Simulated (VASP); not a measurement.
# Se (Cmcm) in VASP: further runs

One crystal, Se, is run at these levels: PBE; tasks: single point.

All numbers are computed with VASP 6.6.1; they aren't measurements. Logs are shortened: lines on timing, memory, paths and dates and some standing lists are left out, and cuts for length are marked.

**1. The structure**

Symmetry: Cmcm, No. 63, orthorhombic system. The conventional cell has a = 2.789 Å, b = 8.078 Å, c = 4.613 Å, α = 90.00°, β = 90.00°, γ = 90.00°. Around Se (site symmetry m2m) lie 4 Se at 2.53 to 2.79 Å.

This isn't the form of Se at room conditions, which is trigonal, of chains.

**2. Single point, PBE**

The input, INCAR:

```
SYSTEM = Se
  PREC = Accurate
  ENCUT = 520
  EDIFF = 1E-6
  ISMEAR = 0
  SIGMA = 0.05
  LREAL = .False.
  LASPH = .True.
  NELM = 100
  ALGO = Normal
  ISIF = 2
  LWAVE = .False.
  LCHARG = .False.
  GGA = PE
  ADDGRID = .False.
```

The input, KPOINTS:

```
regular mesh
0
Gamma
  9 9 5
  0 0 0
```

The input, POSCAR:

```
Se
1.0
    1.3942694300     -4.0390027650      0.0000000000
    1.3942694300      4.0390027650      0.0000000000
    0.0000000000      0.0000000000      4.6134314000
Se
2
Direct
    0.0643446800      0.9356553200      0.2500000000
    0.9356553200      0.0643446800      0.7500000000
```

Potentials or basis: VASP PAW PBE potentials, release 64 (Se).

On the command line:

```sh
cat potpaw_PBE.64/Se/POTCAR > POTCAR
mpirun -np 1 vasp_std > vasp.out
```

OUTCAR:

```text
SYSTEM = Se
   PREC = Accurate
   ENCUT = 520
   EDIFF = 1E-6
   ISMEAR = 0
   LREAL = .False.
   LASPH = .True.
   NELM = 100
   ISIF = 2
   GGA = PE

 Found     75 irreducible k-points:

 Following reciprocal coordinates:
            Coordinates               Weight
  0.000000  0.000000  0.000000      1.000000
  0.111111  0.000000  0.000000      4.000000
  0.222222 -0.000000  0.000000      4.000000
  0.333333 -0.000000  0.000000      4.000000
  0.444444 -0.000000  0.000000      4.000000
  0.111111  0.111111  0.000000      2.000000
   k-points           NKPTS =     75   k-points in BZ     NKDIM =     75   number of bands    NBANDS=     10
   number of dos      NEDOS =    301   number of ions     NIONS =      2
   total plane-waves  NPLWV =  36864
   dimension x,y,z NGX =    32 NGY =   32 NGZ =   36
   dimension x,y,z NGXF=    64 NGYF=   64 NGZF=   72
   ions per type =               2
   NGX,Y,Z   is equivalent  to a cutoff of  12.45, 12.45, 12.97 a.u.
   NGXF,Y,Z  is equivalent  to a cutoff of  24.90, 24.90, 25.95 a.u.
 SYSTEM =  Se
   PREC   = accura    normal or accurate (medium, high low for compatibility)
   ISTART =      0    job   : 0-new  1-cont  2-samecut
   ICHARG =      2    charge: 1-file 2-atom 10-const
   ISPIN  =      1    spin polarized calculation?
   LNONCOLLINEAR =      F non collinear calculations
   LSORBIT =      F    spin-orbit coupling
   LASPH  =      T    aspherical Exc in radial PAW
   ENCUT  =  520.0 eV  38.22 Ry    6.18 a.u.   7.94  7.94  8.58*2*pi/ulx,y,z
   NELM   =    100;   NELMIN=  2; NELMDL= -5     # of ELM steps
   EDIFF  = 0.1E-05   stopping-criterion for ELM
   LREAL  =      F    real-space projection
   EDIFFG = 0.1E-04   stopping-criterion for IOM
   NSW    =      0    number of steps for IOM
   IBRION =     -1    ionic relax: 0-MD 1-quasi-New 2-CG
   NFREE  =      0    steps in history (QN), initial steepest desc. (CG)
   ISIF   =      2    stress and relaxation
   ISYM   =      2    0-nonsym 1-usesym 2-fastsym
   POTIM  = 0.5000    time-step for ionic-motion
   TEBEG  =    0.0;   TEEND  =   0.0 temperature during run
   PSTRESS=    0.0 pullay stress
   NELECT =      12.0000    total number of electrons
   NUPDOWN=      -1.0000    fix difference up-down
   EMIN   =  10.00;   EMAX   =-10.00  energy-range for DOS
   EFERMI =   0.00;   METHOD = LEGACY
   ISMEAR =     0;   SIGMA  =   0.05  broadening in eV -4-tet -1-fermi 0-gaus
   EFERMI_NEDOS =   21; number of points for ismear=-14 and -15
   IALGO  =     38    algorithm
   IMIX   =      4    mixing-type and parameters
     AMIX     =   0.40;   BMIX     =  1.00
     AMIX_MAG =   1.60;   BMIX_MAG =  1.00
  volume/ion in A,a.u.               =      25.98       175.32
  Fermi-wavevector in a.u.,A,eV,Ry     =   1.004408  1.898056 13.726046  1.008836
  Thomas-Fermi vector in A             =   2.137022
   LORBIT       =      0    0 simple, 1 ext, 2 COOP (PROOUT), +10 PAW based schemes
   GGA     = PE    functional components
   LHFCALC =     F    Hartree Fock is set to
   AEXX    =    0.0000 exact exchange contribution
   IVDW    =     0    specifies the selected vdW correction
   LEPSILON=     F    determine dielectric tensor
   LRPA    =     F    only Hartree local field effects (RPA)
 non-spin polarized calculation
 Gauss-broadening in eV      SIGMA  =   0.05
  energy-cutoff  :      520.00
  volume of cell :       51.96
 maximum number of plane-waves:      1413
   NGX = 15   NGY = 15   NGZ = 17

 number of electron      12.0000000 magnetization

 Free energy of the ion-electron system (eV)
  ---------------------------------------------------
  ext. energy  EPLUGINS =         0.00000000
  ---------------------------------------------------
  free energy    TOTEN  =        -6.64167294 eV

  energy without entropy =       -6.63830148  energy(sigma->0) =       -6.63998721

 E-fermi :   3.3768     XC(G=0):  -9.1007

 val. band max:        3.3755942929   @ k =  -0.4444   0.2222   0.2000
 cond. band min:       3.3891968582   @ k =  -0.3333   0.1111   0.4000
 fundamental gap:      0.0136025653
 Fermi energy:         3.3768350939

 k-point     1 :       0.0000    0.0000    0.0000
  band No.  band energies     occupation
      1     -12.7049      2.00000
      2      -8.7322      2.00000
      3      -3.3192      2.00000
      4       0.8979      2.00000
      5       1.0727      2.00000
      6       5.2593      0.00000
      7       5.6242      0.00000
      8       7.6343      0.00000
      9       8.7271      0.00000
     10      10.1193      0.00000

 k-point     2 :       0.1111    0.0000    0.0000
  band No.  band energies     occupation
      1     -12.5144      2.00000
      2      -8.5524      2.00000
      3      -3.1480      2.00000
      4       0.7962      2.00000
      5       1.4301      2.00000
      6       3.6368      0.00000
      7       5.7051      0.00000
      8       6.2488      0.00000
      9       8.9425      0.00000
     10      10.4981      0.00000

 k-point     3 :       0.2222   -0.0000    0.0000
  band No.  band energies     occupation
      1     -11.9714      2.00000
      2      -8.0374      2.00000
      3      -2.6718      2.00000
      4       0.5924      2.00000
      5       1.2077      2.00000
      6       2.0411      2.00000
      7       3.7297      0.00000
      8       5.9389      0.00000
      9       9.6554      0.00000
     10      11.2525      0.00000

 k-point     4 :       0.3333   -0.0000    0.0000
  band No.  band energies     occupation
      1     -11.1943      2.00000
      2      -7.2917      2.00000
      3      -2.0273      2.00000
      4      -1.6506      2.00000
      5       1.2865      2.00000
      6       1.5224      2.00000
      7       2.6237      2.00000
      8       6.2595      0.00000
      9       9.6380      0.00000
     10      10.0915      0.00000

 k-point     5 :       0.4444   -0.0000    0.0000
  band No.  band energies     occupation
      1     -10.5189      2.00000
      2      -6.6328      2.00000
      3      -3.1739      2.00000
      4      -1.5150      2.00000
      5      -0.1478      2.00000
      6       1.9599      2.00000
      7       2.8611      2.00000
      8       6.4739      0.00000
      9       8.3547      0.00000
     10       9.1714      0.00000

 k-point     6 :       0.1111    0.1111    0.0000
  band No.  band energies     occupation
      1     -11.9976      2.00000
      2      -8.0181      2.00000
      3      -2.7012      2.00000
      4       0.7178      2.00000
      5       1.6180      2.00000
      6       1.7238      2.00000
      7       3.7201      0.00000
      8       6.1495      0.00000
      9       9.5446      0.00000
     10      10.7740      0.00000

 [... further k-points ...]
[... 5 lines left out ...]
  --------------------------------------------------------------------------------------
  -------------------------------------------------------------------------------------
  Total       -0.5331270      0.3860714      1.8357936      0.0000000     -0.0000000      0.0000000
  in kB      -16.4386564     11.9042855     56.6056162      0.0000000     -0.0000000      0.0000000
  external PRESSURE =      17.3570818 kB  Pullay stress =       0.0000000 kB

 VOLUME and BASIS-vectors are now :
 -----------------------------------------------------------------------------
  energy-cutoff  :      520.00
  volume of cell :       51.96
      direct lattice vectors                 reciprocal lattice vectors
     1.394269430 -4.039002765  0.000000000     0.358610746 -0.123792933  0.000000000
     1.394269430  4.039002765  0.000000000     0.358610746  0.123792933  0.000000000
     0.000000000  0.000000000  4.613431400     0.000000000  0.000000000  0.216758398

 POSITION                                       TOTAL-FORCE (eV/Angst)
 -----------------------------------------------------------------------------------
      1.39427      3.51923      1.15336         0.000000     -0.051496     -0.000000
      1.39427     -3.51923      3.46007         0.000000      0.051496      0.000000
 -----------------------------------------------------------------------------------
    total drift:                                0.000000     -0.000000      0.000000

  FREE ENERGIE OF THE ION-ELECTRON SYSTEM (eV)
  ---------------------------------------------------
  free  energy   TOTEN  =        -6.6416729369 eV

  energy  without entropy=       -6.6383014773  energy(sigma->0) =       -6.63998721
```

Run time: 17 s. Hardware: 1 thread of Intel Xeon Platinum 8488C (Sapphire Rapids), shared host; peak memory 0.19 GiB.

The run converged, but some of its settings lie outside the range that counts as converged, so its numbers aren't taken as properties of the crystal.

What came out:

| Item | Value |
| --- | --- |
| Free energy | -6.6417 eV |
| Pressure | 1.7 GPa |
| Largest force | 0.051 eV/Å |
| Band gap on the k mesh | none (metal or under the smearing width) |

**3. Single point, PBE**

Edit INCAR of step 2 so:

```diff
@@ -1,3 +1,3 @@
 SYSTEM = Se
-  PREC = Accurate
+  PREC = Low
   ENCUT = 520
```

KPOINTS is that of step 2.

POSCAR is that of step 2.

Potentials or basis: VASP PAW PBE potentials, release 64 (Se).

On the command line:

```sh
cat potpaw_PBE.64/Se/POTCAR > POTCAR
mpirun -np 1 vasp_std > vasp.out
```

It took 8.6 s on 1 thread of Intel Xeon Platinum 8488C (Sapphire Rapids), shared host; peak memory 0.13 GiB.

These settings aren't checked as converged: the numbers below hold their error.

Results:

```
Free energy            : -6.6418 eV
Pressure               : 1.7 GPa
Largest force          : 0.054 eV/Å
Band gap on the k mesh : none (metal or under the smearing width)
```

**4. Single point, PBE**

Edit INCAR of step 3 so:

```diff
@@ -1,3 +1,3 @@
 SYSTEM = Se
-  PREC = Low
+  PREC = Normal
   ENCUT = 520
```

KPOINTS is that of step 3.

POSCAR is that of step 3.

On the command line:

```sh
cat potpaw_PBE.64/Se/POTCAR > POTCAR
mpirun -np 1 vasp_std > vasp.out
```

Run time: 9.3 s. Hardware: 1 thread of Intel Xeon Platinum 8488C (Sapphire Rapids), shared host; peak memory 0.16 GiB.

The run converged, but some of its settings lie outside the range that counts as converged, so its numbers aren't taken as properties of the crystal.

What came out:

```
Free energy            : -6.6417 eV
Pressure               : 1.7 GPa
Largest force          : 0.051 eV/Å
Band gap on the k mesh : none (metal or under the smearing width)
```

**5. Single point, PBE**

Edit INCAR of step 4 so:

```diff
@@ -1,3 +1,3 @@
 SYSTEM = Se
-  PREC = Normal
+  PREC = Accurate
   ENCUT = 520
@@ -6,3 +6,3 @@
   SIGMA = 0.05
-  LREAL = .False.
+  LREAL = Auto
   LASPH = .True.
```

KPOINTS is that of step 4.

POSCAR is that of step 4.

On the command line:

```sh
cat potpaw_PBE.64/Se/POTCAR > POTCAR
mpirun -np 1 vasp_std > vasp.out
```

Wall time 25 s (1 thread of Intel Xeon Platinum 8488C (Sapphire Rapids), shared host); peak memory 0.18 GiB.

The run converged, but some of its settings lie outside the range that counts as converged, so its numbers aren't taken as properties of the crystal.

What came out:

```yaml
Free_energy: -6.6428 eV
Pressure: 1.7 GPa
Largest_force: 0.045 eV/Å
Band_gap_on_the_k_mesh: none (metal or under the smearing width)
```

**6. The reference run**

An earlier run on the cell as given: functional PBE; potentials or basis VASP PAW PBE potentials, release 64 (Se); cutoff 520 eV; k mesh 10 × 10 × 6; occupations fermi-dirac, width 0.05 eV; no spin polarisation.

- Pressure: 1.6 GPa
- Largest force: 0.031 eV/Å
- Band gap on the k mesh: none (metal or under the smearing width)
